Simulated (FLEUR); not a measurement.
# A self-consistent single point of CaF₂ (Fm-3m, 3 atoms in the cell) with FLEUR

Computed with PBE, all-electron FLAPW (FLEUR), scalar-relativistic valence in FLEUR.

Input:

Input of the input generator:

```
CaF2
&input film=f /
0.0000000000 5.3005135940 5.3005135940
5.3005135940 0.0000000000 5.3005135940
5.3005135940 5.3005135940 0.0000000000
1.0
1.0 1.0 1.0

3
20 0.0000000000 0.0000000000 0.0000000000
9 0.7500000000 0.7500000000 0.7500000000
9 0.2500000000 0.2500000000 0.2500000000

&comp jspins=1 /
&kpt div1=5 div2=5 div3=5 /
&end /
```

```xml
<?xml version="1.0" encoding="UTF-8" standalone="no"?>
<fleurInput fleurInputVersion="0.39">
   <comment>
      CaF2                                                                                                
   </comment>
   <calculationSetup>
      <cutoffs Kmax="3.9" Gmax="15.6" GmaxXC="15.6" numbands="0"/>
      <scfLoop itmax="100" minDistance="0.00001" maxIterBroyd="15" imix="Anderson" alpha="0.05" precondParam="0.0" spinf="2.0"/>
      <coreElectrons ctail="T" frcor="F" kcrel="0" coretail_lmax="0"/>
      <xcFunctional name="pbe" relativisticCorrections="F"/>
      <magnetism jspins="1"/>
      <soc l_soc="F" theta="0.0" phi="0.0" spav="F"/>
      <expertModes spex="0" secvar="F"/>
      <geometryOptimization l_f="T" forcealpha="1.0" forcemix="BFGS" epsdisp="0.00001" epsforce="0.00001"/>
      <ldaU l_linMix="F" mixParam="0.05" spinf="1.0"/>
   </calculationSetup>
   <cell>
      <bzIntegration valenceElectrons="24.0" mode="gauss" fermiSmearingEnergy="0.00183747">
         <kPointListSelection listName="default-1"/>
         <!-- k-points included here -->
         <xi:include xmlns:xi="http://www.w3.org/2001/XInclude" href="kpts.xml"> </xi:include>
      </bzIntegration>
      <!-- symmetry operations included here -->
      <xi:include xmlns:xi="http://www.w3.org/2001/XInclude" href="sym.xml"> </xi:include>
      <bulkLattice scale="1.0">
         <bravaisMatrix>
            <row-1>    0.0000000000000000     5.3005135939999999     5.3005135939999999</row-1>
            <row-2>    5.3005135939999999     0.0000000000000000     5.3005135939999999</row-2>
            <row-3>    5.3005135939999999     5.3005135939999999     0.0000000000000000</row-3>
         </bravaisMatrix>
      </bulkLattice>
   </cell>
   <atomSpecies>
      <species name="Calcium (Ca)" element="Ca" atomicNumber="20">
         <mtSphere radius="2.68" gridPoints="925" logIncrement="0.013"/>
         <atomicCutoffs lmax="10" lnonsphr="8"/>
         <electronConfig flipSpins="F">
            <coreConfig>(1s1/2) (2s1/2) (2p1/2) (2p3/2)</coreConfig>
            <valenceConfig>(3s1/2) (3p1/2) (3p3/2) (4s1/2)</valenceConfig>
         </electronConfig>
         <energyParameters s="4" p="4" d="3" f="4"/>
         <lo type="SCLO" l="0" n="3" eDeriv="0"/>
         <lo type="SCLO" l="1" n="3" eDeriv="0"/>
      </species>
      <species name="Fluorine (F)" element="F" atomicNumber="9">
         <mtSphere radius="1.55" gridPoints="537" logIncrement="0.02"/>
         <atomicCutoffs lmax="6" lnonsphr="4"/>
         <electronConfig flipSpins="F">
            <coreConfig>(1s1/2)</coreConfig>
            <valenceConfig>(2s1/2) (2p1/2) (2p3/2)</valenceConfig>
            <stateOccupation state="(2p1/2)" spinUp="0.8333333333333" spinDown="0.8333333333333"/>
            <stateOccupation state="(2p3/2)" spinUp="1.6666666666667" spinDown="1.6666666666667"/>
         </electronConfig>
         <energyParameters s="2" p="2" d="3" f="4"/>
      </species>
   </atomSpecies>
   <atomGroups>
      <atomGroup species="Calcium (Ca)">
         <relPos label="                   1">.0000000000 .0000000000 .0000000000</relPos>
         <force calculate="T" relaxXYZ="TTT"/>
      </atomGroup>
      <atomGroup species="Fluorine (F)">
         <relPos label="                   2">-1.000/4.000 -1.000/4.000 -1.000/4.000</relPos>
         <relPos label="                   3">1.000/4.000 1.000/4.000 1.000/4.000</relPos>
         <force calculate="T" relaxXYZ="TTT"/>
      </atomGroup>
   </atomGroups>
   <output dos="F" band="F" slice="F">
      <checks vchk="F" cdinf="F"/>
      <bandDOS minEnergy="-.5*Htr" maxEnergy="0.5*Htr" sigma="0.015" storeEVData="T"/>
      <vacuumDOS vacdos="F" integ="F" star="F" nstars="0" locx1="0.0" locy1="0.0" locx2="0.0" locy2="0.0" nstm="0" tworkf="0.0"/>
      <unfoldingBand unfoldBand="F" supercellX="1" supercellY="1" supercellZ="1"/>
      <plotting iplot="0" polar="F">
         <plot TwoD="T" vec1="  1.0  0.0  0.0" vec2="  0.0  1.0  0.0" vec3="  0.0  0.0  1.0" zero="  0.0  0.0  0.0" file="plot"/>
      </plotting>
      <chargeDensitySlicing numkpt="0" minEigenval="0.0" maxEigenval="0.0" nnne="0" pallst="F"/>
      <specialOutput eonly="F"/>
      <magneticCircularDichroism mcd="F" energyLo="-10.0" energyUp="0.0"/>
   </output>
  <!-- We include the file relax.xml here to enable relaxations (see documentation) -->
  <xi:include xmlns:xi="http://www.w3.org/2001/XInclude" href="relax.xml"> <xi:fallback/> </xi:include>
</fleurInput>
```

Output (repeated stretches shortened):

```
      Welcome to FLEUR        (www.flapw.de)
      MaX-Release 8.1          (www.max-centre.eu)

 ========== k-point set info ==========
 Selected k-point list: default-1
 k-point list type: mesh
 5 x 5 x 5
 Number of k points: 10

 ------------Calculation Setup---------------------------
           1           2           5          10
 Number of basis functions:          325
 Iteration:     1   Distance:      13.21331902 me/bohr^3
 Iteration:     2   Distance:      11.38870326 me/bohr^3
 Iteration:     3   Distance:       5.20682089 me/bohr^3
 Iteration:     4   Distance:       4.42049634 me/bohr^3
 Iteration:     5   Distance:       0.86063567 me/bohr^3
 Iteration:     6   Distance:       0.54270358 me/bohr^3
   [... 3 lines left out ...]
 Iteration:    10   Distance:       0.00248308 me/bohr^3
 Iteration:    11   Distance:       0.00354464 me/bohr^3
 Iteration:    12   Distance:       0.00046945 me/bohr^3
 Iteration:    13   Distance:       0.00003913 me/bohr^3
 Iteration:    14   Distance:       0.00000488 me/bohr^3

 Run finished successfully
 Stop message:
   Structural relaxation: Done

[file out, last iteration]
             iter=     15
          p o t e n t i a l   g e n e r a t o r
[...]
          integral of pseudo charge density inside the slab=        0.000000   0.000000
     coulomb potential in the interstitial region:
          density-coulomb potential integrals
          total density-coulomb potenti    -1306.8956495378
          density-effective potential integrals for spin  1
          total density-effective poten   -1.3805659088E+03
          charge density-energy density integrals
          total charge density-energy d   -5.7032963136E+01
 Updated energy parameters for spin:           1
  Atom    1 4s branch from -1.29 to  1.81 htr. ; e_l =  0.2175
  Atom    1 4p branch from -0.56 to  2.24 htr. ; e_l =  0.3243
  Atom    1 3d branch from -9.99 to  0.56 htr. ; e_l =  0.3134
  Atom    1 4f branch from -9.99 to  2.46 htr. ; e_l =  0.5890
  Atom    1 3s branch from-14.81 to -1.29 htr. ; e_l(l -1.3174
  Atom    1 3p branch from-11.88 to -0.56 htr. ; e_l(l -0.6186
  Atom    2 2s branch from-23.93 to -0.10 htr. ; e_l = -0.7174
  Atom    2 2p branch from -9.99 to  0.59 htr. ; e_l = -0.0716
  Atom    2 3d branch from -9.99 to  4.95 htr. ; e_l =  0.3408
  Atom    2 4f branch from -9.99 to  8.70 htr. ; e_l =  0.5012
[...]
 fermi energy and band-weighting factors:
at   0.40000   0.40000   0.40000   k-weight:    0.064000
   19 eigenvalues :
   -1.317751   -0.713942   -0.697171   -0.618470   -0.618470   -0.604271   -0.033416   -0.033416
   -0.028385   -0.020951   -0.008285   -0.008285    0.352184    0.352184    0.354816    0.400637
    0.403470    0.403470    0.504282
   [... 2 blocks of this kind left out ...]

[...]
FERMIE:
          first approx. to ef    (T=0)  :   0.016355 htr   (energy of the highest occ. eigenvalue)
          number of occ. states  (T=0)  :        120
          first approx. to seigv (T=0)  :  -9.394938 htr
          sum of weights of occ. states :  12.000000
          sum of semicore charge        :   0.000000 e
          fermi energy=   0.02142 har   work function=  -0.58298 ev
          number of valence electrons=  23.99999
     band-weighting factor for spin=    1
     k-point=    1
      0.064 0.064 0.064 0.064 0.064 0.064 0.064 0.064 0.064 0.064 0.064 0.064 0.000 0.000 0.000 0.000
      0.000 0.000 0.000
     k-point=    2
      0.192 0.192 0.192 0.192 0.192 0.192 0.192 0.192 0.192 0.192 0.192 0.192 0.000 0.000 0.000 0.000
      0.000 0.000 0.000
     k-point=    3
      0.048 0.048 0.048 0.048 0.048 0.048 0.048 0.048 0.048 0.048 0.048 0.048 0.000 0.000 0.000 0.000
      0.000 0.000 0.000
     k-point=    4
      0.096 0.096 0.096 0.096 0.096 0.096 0.096 0.096 0.096 0.096 0.096 0.096 0.000 0.000 0.000 0.000
      0.000 0.000 0.000
     k-point=    5
      0.096 0.096 0.096 0.096 0.096 0.096 0.096 0.096 0.096 0.096 0.096 0.096 0.000 0.000 0.000 0.000
      0.000 0.000 0.000
     k-point=    6
      0.192 0.192 0.192 0.192 0.192 0.192 0.192 0.192 0.192 0.192 0.192 0.192 0.000 0.000 0.000 0.000
      0.000 0.000 0.000
     k-point=    7
      0.192 0.192 0.192 0.192 0.192 0.192 0.192 0.192 0.192 0.192 0.192 0.192 0.000 0.000 0.000 0.000
      0.000 0.000 0.000
     k-point=    8
      0.064 0.064 0.064 0.064 0.064 0.064 0.064 0.064 0.064 0.064 0.064 0.064 0.000 0.000 0.000 0.000
      0.000 0.000 0.000
     k-point=    9
      0.048 0.048 0.048 0.048 0.048 0.048 0.048 0.048 0.048 0.048 0.048 0.048 0.000 0.000 0.000 0.000
      0.000 0.000 0.000
     k-point=   10
      0.008 0.008 0.008 0.008 0.008 0.008 0.008 0.008 0.008 0.008 0.008 0.008 0.000 0.000 0.000 0.000
      0.000 0.000 0.000
          sum of eigenvalues-correction=    -9.39494
          sum of weight                =    12.00000
          total moment                 =     0.00000
 Direct bandgap for spin            1 :   0.26724628911874831       Htr
 at k-point           10  with k-vector    0.0000000000000000        0.0000000000000000        0.0000000000000000
          valence density: spin= 1
[...]
     l-like charge
     atom     s        p        d        f        total
 -->  1    2.07640  6.03119  0.27241  0.05282    8.45859
 -->  2    1.72656  4.39217  0.00137  0.00020    6.12036
          total charge for spin  1=   23.999991
          interst. charge =       3.300687
          mt charge=              8.458589    6.120357
          total charge  =   23.999991
          z= 20.     r(1)=  0.162701E-04     dx= 0.013000     m.t.index= 925
               n    l     j    energy       weight
               1.   0.   0.5 -144.7055      2.0000
               2.   0.   0.5  -14.8090      2.0000
               2.   1.   0.5  -11.9732      2.0000
               2.   1.   1.5  -11.8377      4.0000
          atom type    1  (spin 1)
          kinetic energy=  0.640941685628E+03     sum of the eigenvalues= -0.390326256513E+03
          0.00000000  electrons lost from core.
          z=  9.     r(1)=  0.342527E-04     dx= 0.020000     m.t.index= 537
               n    l     j    energy       weight
               1.   0.   0.5  -23.9346      2.0000
          atom type    2  (spin 1)
          kinetic energy=  0.744797956709E+02     sum of the eigenvalues= -0.478691568382E+02
          0.00000002  electrons lost from core.
          total charge for spin  1=   37.999991
          interst. charge =       3.300687
          mt charge=             18.458589    8.120357
          total charge  =   37.999991
          zc=    38.000000     qfix=    1.000000
     t o t a l  e n e r g y
          sum of eigenvalues =              -495.4595086954
          density-coulomb potential int    -1306.8956495378
          density-effective potential i    -1380.5659087742
          charge density-ex.-corr.energ      -57.0329631356
          el.-nucl. inter. diff. m.t.        804.8791788966
          Madelung term for atom type:        -7.4289838071
          el.-nucl. inter. diff. m.t.        235.8872331196
          Madelung term for atom type:        -6.8464048891
 ---->    total energy=                     -880.4161885380 htr
 ---->    (input%tkb*entropy) TS=              0.0000000000 htr
 ---->    free energy=                      -880.4161885380 htr
      extrapolation for T->0
 ---->    total electron energy=            -880.4161885380 htr
 ***** TOTAL FORCES ON ATOMS *****
 TOTAL FORCE FOR ATOM TYPE=  1  X=  0.000   Y=  0.000   Z=  0.000
                       FX_TOT= 0.000000 FY_TOT= 0.000000 FZ_TOT= 0.000000
 TOTAL FORCE FOR ATOM TYPE=  2  X= -2.650   Y= -2.650   Z= -2.650
                       FX_TOT= 0.000000 FY_TOT= 0.000000 FZ_TOT= 0.000000
 Structural relaxation: Done
```

The run converged in 14 iterations. FLEUR gives forces in its relaxation mode, with a further iteration, so its stop message speaks of a relaxation.

The starting cell comes from a database of computed structures (which also holds hypothetical and non-ambient phases and stackings), without a prior relaxation at this level. Its lattice was rescaled by a random factor within 2.5 % of one. Values depend on the basis (sphere radii, cutoffs, local orbitals), which need not be converged.
